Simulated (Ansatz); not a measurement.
Input and command of a plane-wave DFT calculation in Ansatz:

```yaml
crystal:
  lattice:
    - [-2.9027098465, 2.9027098465, 1.5849080914]
    - [2.9027098465, -2.9027098465, 1.5849080914]
    - [2.9027098465, 2.9027098465, -1.5849080914]
  atoms:
    - { symbol: In, position: [0.25, 0.75, 0.5] }
    - { symbol: Sb, position: [0.0, 0.0, 0.0] }
basis:
  ecutwfc: 420
kpoints:
  mp_grid: { grid: [22, 22, 22] }
hamiltonian:
  xc: pbesol
scf:
  occupations: { method: gaussian, width: 0.15 }
output:
  forces: true
  stress: true
  eigenvalues: true
  write_density: true
  write_potential: true
  elf: true
  volumetric_format: npy
```

```bash
ansatz run input.yaml --threads 1 --pin off --max-ram 2560MiB --backend cpu --events-out ev --progress --plain --runs-dir out
```

Processor: AMD EPYC 9R45 96-Core Processor (Zen 5), 1 thread, on a host shared with other jobs.

Task: Estimate time, memory and problem size.

Result: About 36 s on 1 thread of AMD EPYC 9R45 96-Core Processor (Zen 5) (shared host), peak memory 1.1 GiB. It solves 18 bands at 834 k points (the mesh reduced by the symmetry that the task leaves, which can be less than the crystal's) with about 1061 plane waves, in 7 SCF iterations.
